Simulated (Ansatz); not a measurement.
Crystal: TePt.

```
Pt Te
1.0
     0.00000    3.24504    3.24504
     3.24504    0.00000    3.24504
     3.24504    3.24504    0.00000
Pt Te
1 1
Cartesian
  0.0000 0.0000 0.0000
  1.6225 1.6225 1.6225
```

Measurements of this composition are mostly on another form, of space group No. 166.

| Property | Result |
| --- | --- |
| Program | Ansatz 0.2.0 |
| Task | relaxation of cell and atoms |
| Functional | HSE06 |
| Potentials or basis | Ansatz PAW |
| Cutoff | 420 eV (not typed: the program's choice for these potentials) |
| k mesh | 4 × 4 × 4 |
| Occupations | fermi-dirac, width 0.05 eV |
| Spin | no spin polarisation |

At the start: volume 34.17 Å³/atom.

Q: Where does the relaxation end?

A: It ends after 6 steps and the volume is 26.41 Å³/atom (-22.7 %); space group F-43m (No. 216, to 0.05 Å).

Step by step:
| step | energy change (eV) | largest force (eV/Å) | volume (Å³) |
| --- | --- | --- | --- |
| 1 | 0.0000 | 0.0000 | 68.34 |
| 2 | -0.6203 | 0.0000 | 58.83 |
| 3 | -0.7340 | 0.0000 | 50.10 |
| 4 | -0.7784 | 0.0000 | 53.67 |
| 5 | -0.7825 | 0.0000 | 52.82 |
| 6 | -0.7793 | 0.0000 | 52.82 |

Final structure:
```
CELL_PARAMETERS angstrom
0.00000 2.97800 2.97800
2.97800 0.00000 2.97800
2.97800 2.97800 0.00000
ATOMIC_POSITIONS crystal
Pt 0.00000 0.00000 0.00000
Te 0.25000 0.25000 0.25000
```

Caveat: the k mesh is coarse (spacing up to 0.42 Å⁻¹), so the values aren't converged, least of all with exact exchange; the volume moved by over 15 % at a fixed basis, so the end points are rough; the plane-wave basis is chosen anew once the cell has moved, so the energies of steps on either side of that aren't comparable; the PAW data sets come from PBE, with cores solved anew for the run's functional, which leaves a small shift of forces and pressure.
